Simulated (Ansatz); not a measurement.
Crystal: As.

```xyz
2
Lattice="4.5664 0.0000 0.0000 -2.2832 3.9546 0.0000 0.0000 0.0000 2.8337" Properties=species:S:1:pos:R:3 pbc="T T T"
As    0.0000    2.6364    0.0000
As    2.2832    1.3182    0.0000
```

The cell was built by a generator and needn't be a form met in nature.

```yaml
Program: Ansatz 0.2.0
Task: single point
Functional: PBE
Potentials_or_basis: Ansatz PAW
Cutoff: "420 eV (not typed: the program's choice for these potentials)"
k_mesh: 7 × 7 × 9
Occupations: fermi-dirac, width 0.05 eV
Spin: no spin polarisation
```

On this cell: pressure -0.1 GPa; largest force under 0.003 eV/Å; band gap on the k mesh none (metal or under the smearing width).

The same run follows on a disturbed copy (atoms moved at random, drawn with an rms of 0.05 Å):

```xyz
2
Lattice="4.5664 0.0000 0.0000 -2.2832 3.9546 0.0000 0.0000 0.0000 2.8337" Properties=species:S:1:pos:R:3 pbc="T T T"
As    0.0029    2.6580    0.0315
As    2.2969    1.3383    0.0513
```

What does the disturbed cell give?

The energy (extrapolated to zero smearing) moves by +0.3 meV/atom; pressure -0.1 GPa; largest force 0.051 eV/Å; band gap on the k mesh none (metal or under the smearing width).

Forces in eV/Å, atoms in the order of the input:
```
As   0.045 -0.007  0.022
As  -0.045  0.007 -0.022
```

Stress tensor (GPa, compression positive):
```
-1.10  0.12  0.00
 0.12 -1.07  0.00
 0.00  0.00  1.76
```
